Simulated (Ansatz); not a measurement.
Theory: Ansatz 0.2.0, DFT PBE, scalar-relativistic, plane waves, PAW. All cells share a 420 eV cutoff and Γ-centred k meshes spaced at most about 0.3 Å⁻¹ (about 0.25 or finer for metals, 2π included). No spin polarisation in the final relaxations.

Temperature and zero-point effects are left out.

Two relaxed structures of Si₂Ni:

A.

```yaml
crystal:
  lattice:
    - [4.66660, 0.00000, 0.00000]
    - [-2.33330, 4.04139, 0.00000]
    - [0.00000, 0.00000, 6.55358]
  atoms:
    - { symbol: Si, position: [0.50000, 0.00000, 0.00000] }
    - { symbol: Si, position: [0.00000, 0.50000, 0.00000] }
    - { symbol: Si, position: [0.50000, 0.50000, 0.00000] }
    - { symbol: Si, position: [0.00000, 0.00000, 0.50000] }
    - { symbol: Ni, position: [0.00000, 0.00000, 0.82266] }
    - { symbol: Ni, position: [0.00000, 0.00000, 0.17734] }
```

B.

```yaml
crystal:
  lattice:
    - [0.00000, 4.82956, 4.82956]
    - [4.82956, 0.00000, 4.82956]
    - [4.82956, 4.82956, 0.00000]
  atoms:
    - { symbol: Si, position: [0.62500, 0.62500, 0.62500] }
    - { symbol: Si, position: [0.62500, 0.62500, 0.12500] }
    - { symbol: Si, position: [0.62500, 0.12500, 0.62500] }
    - { symbol: Si, position: [0.12500, 0.62500, 0.62500] }
    - { symbol: Ni, position: [0.75000, 0.75000, 0.75000] }
    - { symbol: Ni, position: [0.50000, 0.50000, 0.50000] }
```

Question: Which would you expect to be lower, and how large is the difference?

Answer: A is lower, by 97 meV/atom. A has space group P6/mmm (No. 191), 20.6 Å³/atom and no gap on its mesh; B has the anti-beta-cristobalite type, space group Fd-3m (No. 227), 37.5 Å³/atom and a gap of 1.06 eV. Counting Si atoms around Ni (those within 1.25 times the shortest such distance or 1.15 times the sum of covalent radii; a plus sign parts nearer from farther groups), A has Ni 1+6 and B has Ni 4. A holds Si–Si nets (shortest 2.33 Å); in B the shortest Si–Si distance is 3.42 Å. The denser one is the lower, and pressure would at first widen the difference. Even the lower one lies +0.54 eV/atom against the reference forms of the elements (uncorrected), so neither is stable at this level. In A, around Si on a site of symmetry mmm lie 4 Si at 2.33 Å and 4 Ni at 2.61 Å; around Si on a site of symmetry 6/mmm lie 2 Ni at 2.11 Å; Ni has 1 Si at 2.11 Å, 1 Ni at 2.32 Å and 6 Si at 2.61 Å. In B, Si has 2 Ni at 2.09 Å; Ni is surrounded by 4 Si at 2.09 Å. Both come from invented guesses. A third cell relaxed alike, in Fm-3m (a cell as deposited in COD), lies 0.89 eV/atom below the lower of the two.

Kohn–Sham gaps at this level usually fall short of measured ones. Trial moments died out on the coarse mesh in P6/mmm and Fd-3m; another magnetic start might hold. With atoms moved at random, Fd-3m came back. Other cells relaxed within their symmetry can be saddle points.

The preference for A probably reflects its more extensive bonding: most of its Si atoms form a kagome net with Si–Si contacts close to a normal single bond, and Ni gains further Si neighbours above and below the hexagons. In B every Si is a linear bridge between two Ni atoms, an arrangement that leaves silicon poorly coordinated and gives up Si–Si bonding altogether. The short Ni–Si distances there suggest some multiple-bond character, and the gap fits a closed-shell count of eighteen valence electrons per formula unit, but neither makes up for the missing neighbours.

A is itself a compromise, since its net contains strained Si triangles and its remaining Si atoms are also linear bridges. The much lower Fm-3m cell is presumably the fluorite-type structure known for nickel disilicide, in which Ni has eight Si neighbours and each Si sits in a tetrahedron of Ni. Its energy falls below that of the elements, as expected for a known silicide, so the high energies of A and B stem from their structures and not from an unfavourable composition.
